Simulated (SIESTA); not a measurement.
Crystal: MgS (Niningerite).

```
S Mg
1.0
     0.00000    2.60165    2.60165
     2.60165    0.00000    2.60165
     2.60165    2.60165    0.00000
S Mg
1 1
Direct
  0.50000 0.50000 0.50000
  0.00000 0.00000 0.00000
```

Base run:

```yaml
Program: SIESTA 5.4.2
Functional: PBE
Potentials_or_basis: PseudoDojo 0.4 standard (PBE files)
Basis: DZP (energy shift 0.003 Ry; two zetas on semicore shells)
Grid_cutoff: 800 Ry
Energy_shift: 0.003 Ry
k_mesh: 9 × 9 × 9
Occupations: fermi-dirac, width 0.05 eV
Spin: no spin polarisation
```

Its results: band gap on the k mesh 2.85 eV, indirect (least direct gap 3.77 eV); pressure 3.4 GPa.

**Question.** After a change of settings the same cell gave: band gap on the k mesh 2.88 eV, indirect (least direct gap 3.93 eV); pressure 6.4 GPa. Which change was it?
A. functional from PBE to AM05; potentials or basis from PseudoDojo 0.4 standard (PBE files) to PseudoDojo 0.4 standard (PBEsol files)
B. functional from PBE to BLYP
C. functional from PBE to PBEsol; potentials or basis from PseudoDojo 0.4 standard (PBE files) to PseudoDojo 0.4 standard (PBEsol files)
D. functional from PBE to vdW-DF-cx

**Answer.** B.

BLYP binds less tightly than PBE, so the same cell stands under more pressure.

Caveats: the mesh misses the band edges, which the band path finds closer together; the basis of atomic orbitals isn't converged, which shifts pressures, moduli and gaps; the potentials were made for another functional, which shifts forces and pressure (some runs).
